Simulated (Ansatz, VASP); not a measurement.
**One calculation of PbO, two programs**

```
CELL_PARAMETERS angstrom
0.00000 2.73230 2.73230
2.73230 0.00000 2.73230
2.73230 2.73230 0.00000
ATOMIC_POSITIONS crystal
Pb 0.00000 0.00000 0.00000
O 0.25000 0.25000 0.25000
```

Alike in both runs: task single point; functional PBEsol; k mesh 12 × 12 × 12; occupations gaussian, width 0.02 eV; no spin polarisation.

|  | VASP | Ansatz |
| --- | --- | --- |
| version | VASP 6.6.1 | Ansatz 0.2.0 |
| potentials or method | VASP PAW PBE potentials, release 64 (Pb_d, O) | scalar-relativistic, plane waves, PAW |
| plane-wave cutoff (eV) | 520 | 420 |
| valence electrons in the cell | 20 | 20 |

```csv
,VASP,Ansatz,Ansatz less VASP
gap on the k mesh at the Fermi level (eV),0.13,0.13,+0.001
least direct gap on the mesh (eV),0.32,0.32,-0.001
pressure (GPa),4.6,4.6,+0.02
```

Caveats: the PAW data sets were made with another functional, which shifts forces and pressure a little (VASP); spin-orbit coupling is left out, which as a rule narrows the gap of such compounds by several tenths of an eV. A k mesh can miss the band edges.
